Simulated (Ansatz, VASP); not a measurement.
## MoS2 in VASP and in Ansatz

```xyz
3
Lattice="3.2058 0.0000 0.0000 -1.6029 2.7763 0.0000 0.0000 0.0000 6.2701" Properties=species:S:1:pos:R:3 pbc="T T T"
Mo    0.0000    0.0000    3.1351
S     1.6029    0.9254    4.6692
S     0.0000    1.8509    1.6009
```

Measurements of this composition are mostly on another form, of space group No. 194.

Alike in both runs: task single point; functional PBEsol; k mesh 9 × 9 × 4; occupations fermi-dirac, width 0.05 eV; no spin polarisation.

|  | VASP | Ansatz |
| --- | --- | --- |
| version | VASP 6.6.1 | Ansatz 0.2.0 |
| potentials or method | VASP PAW PBE potentials, release 64 (Mo_sv, S) | Ansatz PAW |
| plane-wave cutoff (eV) | 520 | 420 |
| valence electrons in the cell | 26 | 26 |

Ansatz gave:

```
gap on the k mesh at the Fermi level (eV)       : none
pressure (GPa)                                  : -0.8
largest component of the traceless stress (GPa) : 2.74
rms of the force components (eV/Å)              : 0.164
```

Problem. Estimate VASP's values.

Solution. gap on the k mesh at the Fermi level (eV): none; pressure (GPa): -0.8; largest component of the traceless stress (GPa): 2.76; rms of the force components (eV/Å): 0.167.

Atom by atom the forces differ by 0.003 eV/Å (rms over components). A gap of «none» marks a metal or a gap that the smearing closes. With one functional, cell and mesh, what is left measures potentials, basis and numerics.

Caveats: this functional lacks dispersion, which binds the layers, so the pressure and a relaxed spacing across them are unreliable; the PAW data sets were made with another functional, which shifts forces and pressure a little (VASP); the PAW data sets come from PBE, with cores solved anew for the run's functional, which leaves a small shift of forces and pressure (Ansatz).
